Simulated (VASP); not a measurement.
Here is a VASP 6.6.1 calculation.

INCAR

```
SYSTEM = H19C2NO8
ALGO = Normal
EDIFF = 1E-7
ENCUT = 520
GGA = CA
ISIF = 2
ISMEAR = -1
LASPH = .True.
LCHARG = .False.
LREAL = Auto
LWAVE = .False.
NBANDS = 61
NELM = 100
PREC = Accurate
SIGMA = 0.02
```

The input KPOINTS:

```
k-points
0
Gamma
  1 1 1
  0 0 0
```

POSCAR

```
H19C2NO8
1.0
    6.8894190000      0.0000000000      0.0000000000
    0.0000000000      6.8894190000      0.0000000000
    0.0000000000      0.0000000000      6.8894190000
O H C N
8 19 2 1
Direct
    0.6072210153      0.4222417014      0.9702124374
    0.9343603575      0.5380279527      0.0200597467
    0.0308444007      0.1864163001      0.9676723102
    0.7235007771      0.0659416999      0.8076443021
   -0.0756812730      0.7394382603      0.7253296686
    0.3736164109      0.6964593096     -0.0055592496
    0.4303991382      0.0723137902      1.0122624274
    0.9740008555      0.5051659654      0.4057816777
    0.5304220864      0.3145693418      1.0282434557
    0.5161973746      0.5438629876      0.9780215139
    0.9436499653      0.5710060602      0.1589248672
    0.7859879041      0.4693719456      0.0165180837
    0.0290300242      0.3348613287      0.9870063063
    0.0239497699      0.1421455133      1.0980026037
    0.8566324678      0.1121865284      0.8559212323
    0.7513550852     -0.0424709253      0.7144288945
    0.0386244471      0.8088925931      0.7345612163
   -0.1012131792      0.6743674612      0.8538601005
    0.4065509733      0.8337422938      0.0299009249
    0.2688035087      0.6509257167      0.0776117696
    0.3007800803      0.1189505240      0.9588036379
    0.5504528031      0.0774956495      0.9089300564
    0.9684996659      0.5921834628      0.5271562087
    1.0457340452      0.3860702913      0.4395290808
    0.5073867622      0.3600013296      0.4771955371
    0.3524390083      0.3554871608      0.6762834428
    0.5172860005      0.1573862760      0.6360913743
    0.4181049229      0.2576559794      0.5609036118
    0.2678019729      0.1668065188      0.4512281805
    0.1444679152      0.1065837337      0.3539630846
```

Potentials or basis: VASP PAW LDA potentials, release 64 (O, H, C, N).

The run is started by

```bash
$ cat potpaw_LDA.64/O/POTCAR potpaw_LDA.64/H/POTCAR potpaw_LDA.64/C/POTCAR potpaw_LDA.64/N/POTCAR > POTCAR
$ mpirun -np 1 vasp_gam > vasp.out
```

Estimate the pressure.

0.2 GPa.

What does it give for the band gap on the k mesh?

4.75 eV, direct.

Forces on the atoms (eV/Å):
```
O   -0.551  0.332  0.100
O   -0.557 -0.468  0.160
O    0.798  0.741 -1.739
O    0.176 -0.529 -1.272
O   -2.722 -0.979 -1.791
O   -0.165 -0.432 -0.128
O   -0.266  0.448 -0.692
O    0.212  0.671  0.770
H    0.252 -0.479 -0.010
H    0.276 -0.124  0.031
H    0.270 -0.068  0.769
H    0.334  0.325 -0.315
H   -0.518  0.106 -0.281
H    0.089 -0.977  2.026
H   -0.210  0.255  0.399
H    0.093  0.052  0.834
H    2.659  1.515  0.409
H    0.602 -0.401  0.537
H   -0.050  0.800 -0.068
H   -0.272  0.086  0.065
H    0.824 -0.424  0.361
H   -0.726 -0.316  0.705
H   -0.223 -0.548 -0.535
H   -0.339  0.223 -0.177
H    0.090 -0.158 -0.448
H    0.211 -0.658 -0.420
H    0.120 -0.070  0.000
C   -0.652  0.832  0.864
C    0.443  0.409 -0.187
N   -0.200 -0.162  0.036
```

Caveat: the standard files for N, O and F lose accuracy on very short bonds.
